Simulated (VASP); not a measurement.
TePb, 2 atoms in the cell. The structure is cubic, space group Pm-3m (No. 221). Conventional cell: a = 3.633 Å, b = 3.633 Å, c = 3.633 Å, α = 90.00°, β = 90.00°, γ = 90.00°. Te (site symmetry m-3m) is surrounded by 8 Pb at 3.15 Å. Pb (site symmetry m-3m) has 8 Te at 3.15 Å as nearest neighbours. Measurements of this composition are mostly on another form, of space group No. 225.

```yaml
Program: VASP 6.6.1
Task: relaxation of cell and atoms
Functional: PBEsol
Potentials_or_basis: VASP PAW PBE potentials, release 64 (Te, Pb_d)
Cutoff: 600 eV
k_mesh: 8 × 8 × 8
Occupations: gaussian, width 0.03 eV
Spin: no spin polarisation
Target_pressure: 17.6 GPa
Further_INCAR_settings: ALGO = Normal; EDIFF = 1e-07; IBRION = 2; EDIFFG = -0.005; NSW = 90; ISIF = 3
Target_pressure: 17.6 GPa
```

Potentials or basis: VASP PAW PBE potentials, release 64 (Te, Pb_d).

Run with:

```sh
$ cat potpaw_PBE.64/Te/POTCAR potpaw_PBE.64/Pb_d/POTCAR > POTCAR
$ mpirun -np 1 vasp_std > vasp.out
```

Hardware: 1 thread of Intel(R) Xeon(R) Platinum 8488C (Sapphire Rapids), with other jobs on the host.

Task: How long does it take, and how much memory?

Result: It took 20 s on 1 thread of Intel(R) Xeon(R) Platinum 8488C (Sapphire Rapids), on a shared host, peak memory 0.19 GiB. Counts: scf iterations 13, k points 35, ion steps 1.
